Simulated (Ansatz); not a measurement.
**Phases of W at 1300 GPa**

Structure types of W are relaxed in primitive cells with their symmetry kept at 1300 GPa, first on PAW files, then by LAPW. The enthalpy is E + pV at zero temperature, without zero-point motion. Only the types listed were tried, and differences under about 5 meV/atom are mesh noise. The real phase may be another.

All numbers are PBE results (scalar-relativistic) from Ansatz 0.2.0, with Fermi–Dirac smearing of 0.08 eV, no spin polarisation. Methods: LAPW: all electrons, basis error target 0.5 meV/atom; PAW: frozen-core files, cutoff 420 eV.

k meshes: fcc 22×22×22, bcc 22×22×22, hcp 20×20×11, sc 19×19×19, simple hexagonal 21×21×20, diamond 16×16×16.

Spin–orbit coupling is left out, which matters for the heavy atoms.

| start type | ends as | a, b, c (Å) | V (Å³/atom) | H − H(lowest), LAPW (meV/atom) |
| --- | --- | --- | --- | --- |
| fcc | fcc, Fm-3m | 3.024, 3.024, 3.024 | 6.91 | 0.0 |
| bcc | bcc, Im-3m | 2.412, 2.412, 2.412 | 7.01 | 129.7 |
| hcp | hcp, P6_3/mmc | 2.151, 2.151, 3.456 | 6.93 | 39.6 |
| sc | sc, Pm-3m | 1.942, 1.942, 1.942 | 7.32 | ? |
| simple hexagonal | simple hexagonal, P6/mmm | 2.063, 2.063, 1.930 | 7.11 | 2948.2 |
| diamond | diamond, Fd-3m | 4.046, 4.046, 4.046 | 8.28 | ? |

Question: Give the missing entry: row "sc", column "H − H(lowest), LAPW (meV/atom)".

Answer: 5637.4.

Question: Give the missing entry: row "diamond", column "H − H(lowest), LAPW (meV/atom)".

Answer: 19142.3.

Question: Split the lead of fcc over hcp into energy and pV.

Answer: For hcp less fcc: ΔE = -58.6 meV/atom, and p·ΔV = 1300 GPa × +0.0121 Å³ × 6.242 meV/(GPa·Å³) = +98.1 meV/atom, together 39.5 meV/atom. fcc wins by its smaller volume, against the internal energy.
